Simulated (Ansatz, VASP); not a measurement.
**Two plane-wave programs on MnSb**

```xyz
4
Lattice="4.5716 0.0000 0.0000 0.0000 4.5716 0.0000 0.0000 0.0000 3.7400" Properties=species:S:1:pos:R:3 pbc="T T T"
Mn    0.0000    2.2858    1.8699
Mn    2.2858    0.0000    1.8701
Sb    0.0000    0.0000    0.0000
Sb    2.2858    2.2858    0.0000
```

Alike in both runs: functional PBE; k mesh 4 × 4 × 4; occupations gaussian, width 0.1 eV; collinear spin.

Ansatz relaxed the structure, and its values are those at the end. VASP's run is a single point on that final structure, the one shown.

```csv
,VASP,Ansatz
version,VASP 6.6.1,Ansatz 0.2.0
potentials or method,"VASP PAW PBE potentials, release 64 (Mn_pv, Sb)","scalar-relativistic, plane waves, PAW"
plane-wave cutoff (eV),520,420
valence electrons in the cell,36,60
```

VASP gave:

| Item | Value |
| --- | --- |
| gap on the k mesh at the Fermi level (eV) | none |
| pressure (GPa) | 0.2 |
| net moment per atom (μB) | 1.75 |
| size of the moment on the site where the two differ most (μB) | 3.47 |

Q: What did Ansatz give for the same quantities?

A: gap on the k mesh at the Fermi level (eV): none; pressure (GPa): 0.1; net moment per atom (μB): 1.75; size of the moment on the site where the two differ most (μB): 3.55.

Site moments also hang on the region over which each program counts them. A gap of «none» marks a metal or a gap that the smearing closes. The two sets of potentials don't hold the same shells in valence.

Caveats: the k mesh is coarse (spacing up to 0.42 Å⁻¹), so the values aren't converged. The runs have no spin-orbit coupling, so splittings on Sb are missing.
